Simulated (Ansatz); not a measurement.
# What strain does to NaI (zincblende)

NaI built on the zincblende prototype, relaxed with r2SCAN in the plane-wave code Ansatz. Space group F-43m (No. 216), cubic; a = 7.086 Å in the conventional setting, 44.48 Å³ an atom. Na has 4 I at 3.07 Å; I has 4 Na at 3.07 Å.

The axes x, y and z are those of this cell:
```
CELL_PARAMETERS angstrom
0.00000 3.54319 3.54319
3.54319 0.00000 3.54319
3.54319 3.54319 0.00000
ATOMIC_POSITIONS crystal
Na 0.00000 0.00000 0.00000
I 0.25000 0.25000 0.25000
```

Unstrained: With PBE the gap is 3.825 eV and direct, at Γ. With r2SCAN the gap is 4.419 eV and direct, at Γ. The HSE06 gap is direct at Γ: 4.812 eV. Meshes: PBE 6×6×6, r2SCAN 6×6×6, HSE06 4×4×4. Strains are changes of length per length, and xy shears are angles. After each strain the atoms were relaxed again with r2SCAN in this cell and within any symmetry left, so distortions that break it or need a larger cell weren't tested; points keep the names that they have in the unstrained zone. These are computed values for a spin-unpolarised cell that may be hypothetical; none is a measurement.

Changes of the least gap in eV (an overlap counts as a negative gap):
```json
{"strain": "isotropic -3.0 % on every length", "volume change (%)": "-8.7", "space group": "F-43m", "PBE": "+0.160", "r2SCAN": "+0.166", "HSE06": "+0.172", "G0W0@PBE (mesh)": "+0.11", "energy rise, r2SCAN (meV/atom)": "14.9"}
{"strain": "isotropic +2.5 % on every length", "volume change (%)": "+7.7", "space group": "F-43m", "PBE": "-0.122", "r2SCAN": "-0.122", "HSE06": "-0.131", "G0W0@PBE (mesh)": "-0.08", "energy rise, r2SCAN (meV/atom)": "8.1"}
{"strain": "uniaxial +1.5 % along x", "volume change (%)": "+1.5", "space group": "I-4m2", "PBE": "-0.031", "r2SCAN": "-0.032", "HSE06": "-0.033", "G0W0@PBE (mesh)": "-0.02", "energy rise, r2SCAN (meV/atom)": "0.4"}
{"strain": "uniaxial -1.5 % along z", "volume change (%)": "-1.5", "space group": "I-4m2", "PBE": "+0.014", "r2SCAN": "+0.015", "HSE06": "+0.016", "G0W0@PBE (mesh)": "+0.01", "energy rise, r2SCAN (meV/atom)": "0.4"}
{"strain": "xy shear, engineering strain (angle) +1.5 %", "volume change (%)": "0.0", "space group": "Imm2", "PBE": "-0.022", "r2SCAN": "-0.023", "HSE06": "-0.023", "G0W0@PBE (mesh)": "-0.02", "energy rise, r2SCAN (meV/atom)": "0.1"}
```
Unstrained, G0W0@PBE with 371 empty bands, a screening cutoff of 150 eV and a 4×4×4 mesh gives 6.11 eV on its mesh; the band count follows the volume. The G0W0 figures hold for the stated bands, cutoff and mesh and aren't extrapolated.

Isotropic -3.0 % on every length. HSE06: the gap goes from 4.812 to 4.984 eV (+0.172 eV). Stress change with r2SCAN, compression positive: xx +1.32, yy +1.32, zz +1.32 GPa. For HSE06, dE_g/d ln V = -1.9 eV over this step.

Isotropic +2.5 % on every length. HSE06: the gap goes from 4.812 to 4.681 eV (-0.131 eV). Stress change with r2SCAN, compression positive: xx -0.73, yy -0.73, zz -0.73 GPa. For HSE06, dE_g/d ln V = -1.8 eV over this step.

Uniaxial +1.5 % along x, other directions held. HSE06: the gap goes from 4.812 to 4.779 eV (-0.033 eV); with r2SCAN the top three valence levels at Γ, degenerate before, become 2+1 from the top over 18 meV. Stress change with r2SCAN, compression positive: xx -0.19, yy -0.16, zz -0.16 GPa.

Uniaxial -1.5 % along z, other directions held. HSE06: the gap goes from 4.812 to 4.828 eV (+0.016 eV); with r2SCAN the top three valence levels at Γ, degenerate before, become 1+2 from the top over 17 meV. Stress change with r2SCAN, compression positive: xx +0.18, yy +0.18, zz +0.19 GPa.

Xy shear, engineering strain (angle) +1.5 %. HSE06: the gap goes from 4.812 to 4.789 eV (-0.023 eV); with r2SCAN the top three valence levels at Γ, degenerate before, become 1+1+1 from the top over 44 meV. Stress change with r2SCAN, compression positive: xx 0.00, yy 0.00, zz 0.00, xy -0.05 GPa.

Spin-orbit coupling is left out, which matters wherever the heavy atoms make up the band edges.

The meshes of the hybrids are coarse, so their gaps aren't converged to the digits shown.

The splittings at Γ are without spin-orbit coupling, which is tenths of an eV in such compounds, regroups them and changes the shifts of the gap.
